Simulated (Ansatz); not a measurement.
Crystal: AlAu.

```xyz
2
Lattice="3.2239 0.0000 0.0000 0.0000 3.2239 0.0000 0.0000 0.0000 3.2239" Properties=species:S:1:pos:R:3 pbc="T T T"
Au    1.6120    1.6120    1.6120
Al    0.0000    0.0000    0.0000
```

The cell comes from a database or a generator and needn't be the stable form of this composition.

| Item | Value |
| --- | --- |
| Program | Ansatz 0.2.0 |
| Task | single point |
| Functional | PBEsol |
| Potentials or basis | Ansatz PAW |
| Cutoff | 420 eV (not typed: the program's choice for these potentials) |
| k mesh | 8 × 8 × 8 |
| Occupations | fermi-dirac, width 0.05 eV |
| Spin | no spin polarisation |

On this cell: pressure -5.2 GPa; largest force zero by symmetry; band gap on the k mesh none (metal or under the smearing width).

The same run follows on a disturbed copy (atoms moved at random, drawn with an rms of 0.05 Å):

```
CELL_PARAMETERS angstrom
3.22394 0.00000 0.00000
0.00000 3.22394 0.00000
0.00000 0.00000 3.22394
ATOMIC_POSITIONS crystal
Au 0.49221 0.49701 0.49416
Al 0.99426 0.00878 0.00983
```

Q: What does the disturbed cell give?

A: The energy (extrapolated to zero smearing) moves by +1.4 meV/atom; pressure -5.0 GPa; largest force 0.090 eV/Å; band gap on the k mesh none (metal or under the smearing width).

Forces in eV/Å, atoms in the order of the input:
```
Au   0.010  0.054  0.071
Al  -0.010 -0.054 -0.071
```

Stress tensor (GPa, compression positive):
```
-4.97  0.02  0.02
 0.02 -5.01  0.12
 0.02  0.12 -5.04
```

Caveats: the PAW data sets come from PBE, with cores solved anew for the run's functional, which leaves a small shift of forces and pressure.
